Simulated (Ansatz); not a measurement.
ZrC under changes of volume

One of the cells (13.228 Å³/atom); the others are scaled copies at fixed shape and fractional positions:

```
CELL_PARAMETERS angstrom
0.00000 2.36500 2.36500
2.36500 0.00000 2.36500
2.36500 2.36500 0.00000
ATOMIC_POSITIONS crystal
Zr 0.50000 0.50000 0.50000
C 0.00000 0.00000 0.00000
```

```yaml
Program: Ansatz 0.2.0
Functional: PBE
Potentials_or_basis: Ansatz PAW
Cutoff: "420 eV (not typed: the program's choice for these potentials)"
k_mesh: 10 × 10 × 10
Occupations: fermi-dirac, width 0.05 eV
Spin: no spin polarisation
```

```csv
volume (Å³/atom),energy over the lowest point (meV/atom),pressure (GPa)
12.434,21.42,11.8
12.699,6.45,6.4
12.963,0.00,1.5
13.228,1.27,-2.9
13.493,9.45,-6.9
13.757,?,?
14.022,44.04,-13.8
```

Question: What does the run at 13.757 Å³/atom give?

Answer: Energy over the lowest point 23.92 meV/atom; pressure -10.5 GPa.

Worked out: A Birch-Murnaghan fit of order 3 (a polynomial in V^(-2/3)) to the other rows has its minimum at 13.05 Å³/atom with B0 = V·E''(V) = 222 GPa and B' = 4.0. It gives 23.88 meV/atom at 13.757 Å³/atom, against the run's 23.92, and -dE/dV = -10.5 GPa, against -10.5.

Energies are extrapolated to zero smearing.
